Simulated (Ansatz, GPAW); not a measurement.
This is a calculation of Si2Ni for Ansatz 0.2.0. 

The input input.yaml:

```yaml
crystal:
  lattice:
    - [0.0, 2.703, 2.703]
    - [2.703, 0.0, 2.703]
    - [2.703, 2.703, 0.0]
  atoms:
    - { symbol: Ni, position: [0.0, 0.0, 0.0], spin: 1.0 }
    - { symbol: Si, position: [0.75, 0.75, 0.75] }
    - { symbol: Si, position: [0.25, 0.25, 0.25] }
hamiltonian:
  xc: pbe
  pseudopotentials: { kind: paw }
magnetization:
  spin_polarized: true
kpoints:
  mp_grid: { grid: [9, 9, 9] }
scf:
  occupations: { method: gaussian, width: 0.017 }
output:
  forces: true
  stress: true
  eigenvalues: true
  write_density: true
  write_potential: true
  elf: true
  volumetric_format: npy
```

Potentials or basis: Ansatz PAW.

Command:

```bash
$ ansatz run input.yaml --threads 2 --pin off --max-ram 5632MiB --backend cpu --events-out ev --progress --plain --runs-dir out
```

Q: What does the same run look like in GPAW 26.7.0 (ASE script)? Potentials or basis there: GPAW PAW data sets (gpaw-data 1.2.1), cutoff 600 eV.

A: As run (cutoffs and basis follow the program's own potentials, and thresholds, step limits or extra output files can differ):

The input run.py:

```python
from ase import Atoms
from ase.dft.bandgap import bandgap
from ase.io import write
from ase.units import GPa
from gpaw import GPAW, PW

atoms = Atoms(['Ni', 'Si', 'Si'],
              cell=[[0.0, 2.703, 2.703],
                    [2.703, 0.0, 2.703],
                    [2.703, 2.703, 0.0]],
              scaled_positions=[[0.0, 0.0, 0.0],
                                [0.75, 0.75, 0.75],
                                [0.25, 0.25, 0.25]],
              pbc=True)
atoms.set_initial_magnetic_moments([1.0, 0.0, 0.0])

calc = GPAW(mode=PW(600),
            xc='PBE',
            kpts={'size': (9, 9, 9), 'gamma': True},
            occupations={'name': 'methfessel-paxton', 'order': 0, 'width': 0.017},
            nbands=24,
            convergence={'density': 1e-05, 'energy': 1e-05},
            maxiter=150,
            txt='gpaw.txt')
atoms.calc = calc
energy = atoms.get_potential_energy()
forces = atoms.get_forces()
stress = atoms.get_stress()
calc.write('gs.gpw')
write('result.traj', atoms)
print(f'Energy: {energy:.6f} eV')
print('Forces (eV/A):')
print(forces.round(4))
print('Stress (GPa):', (stress / GPa).round(3))
print('Moments:', calc.get_magnetic_moments().round(3))
print('Fermi level:', round(calc.get_fermi_level(), 4), 'eV')
print(f'Gap: {bandgap(calc)[0]:.4f} eV, direct: {bandgap(calc, direct=True)[0]:.4f} eV')
```

Potentials or basis: GPAW PAW data sets (gpaw-data 1.2.1), pw.

Launch:

```sh
$ OMP_NUM_THREADS=1 python run.py
```

Both were run:

|  | Ansatz | GPAW |
| --- | --- | --- |
| Pressure | 4.0 GPa | 5.3 GPa |
| Net moment | 0.00 μB per cell | 0.00 μB per cell |

Ansatz's pressure holds a Pulay term of +0.05 GPa for its cutoff of 420 eV, which the other run lacks.

The potentials hold 26 and 24 valence electrons a cell.

Where Ansatz's input types no cutoff or centring, it takes its own default and a Γ-centred mesh.

The magnetic state is the one that the start led to; the real crystal's order can differ.

Pressure is positive in compression.
